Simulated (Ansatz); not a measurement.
**BaTiO3**

```
Ba Ti O
1.0
     3.99980    0.00000    0.00000
     0.00000    3.99980    0.00000
     0.00000    0.00000    4.01800
Ba Ti O
1 1 3
Direct
  0.00000 0.00000 0.00000
  0.50000 0.50000 0.48200
  0.50000 0.50000 0.01600
  0.50000 0.00000 0.51500
  0.00000 0.50000 0.51500
```

Atoms are numbered in the order listed.

Conventional cell: a = 4.000 Å, b = 4.000 Å, c = 4.018 Å, α = 90.00°, β = 90.00°, γ = 90.00°. Around Ba (atom 1) lie 12 O at 2.79 to 2.88 Å. Ti (atom 2) has 6 O at 1.87 to 2.15 Å as nearest neighbours. Around O (atom 3) lie 2 Ti at 1.87 to 2.15 Å. Around O (atom 4) lie 2 Ti at 2.00 Å.

The geometry is COD entry 2100858, unchecked; take it as a test cell.

No spin–orbit coupling, which matters for the heavy atoms here.

All numbers are computed: DFT, PBEsol, all-electron LAPW, scalar-relativistic (Ansatz 0.2.0); DFT, PBEsol, PAW with Ansatz's default frozen-core files, scalar-relativistic (Ansatz 0.2.0).

For LAPW: a Γ-centred 7×7×7 k mesh, Fermi–Dirac smearing of 0.08 eV, basis error target 1 meV/atom, no spin polarisation. PAW takes a cutoff of 420 eV at this cell (files made with PBE, cores remade for this functional). The Ansatz runs share mesh, smearing and spin set-up. Values come from LAPW unless marked.

```json
{
 "Band gap": "1.79 eV, indirect from A (0.5, 0.5, 0.5) to Γ",
 "Volume per atom": "12.86 Å³"
}
```

**Question.** Predict this quantity. Largest force.

**Answer.** 0.409 eV/Å on O3.

**Question.** Predict this quantity. Löwdin charges (with 0.37 e of the cell spilling out of the atomic basis, so their sizes and signs hang on that basis).

**Answer.** Ba1 1.79, Ti2 1.20, O3 -0.85, O4 -0.88 e.

**Question.** Predict this quantity. Stress xx, yy, zz (compression positive).

**Answer.** -4.09, -4.09, -2.62 GPa.

**Question.** Predict this quantity. Pressure at this cell.

**Answer.** -3.60 GPa.

**Question.** Give the computed value. Bader charges (from the PAW run).

**Answer.** Ba1 +1.52, Ti2 +2.19, O3 -1.22, O4 -1.25 e.

**Question.** Predict this quantity. Smallest direct gap on the path.

**Answer.** 2.09 eV.
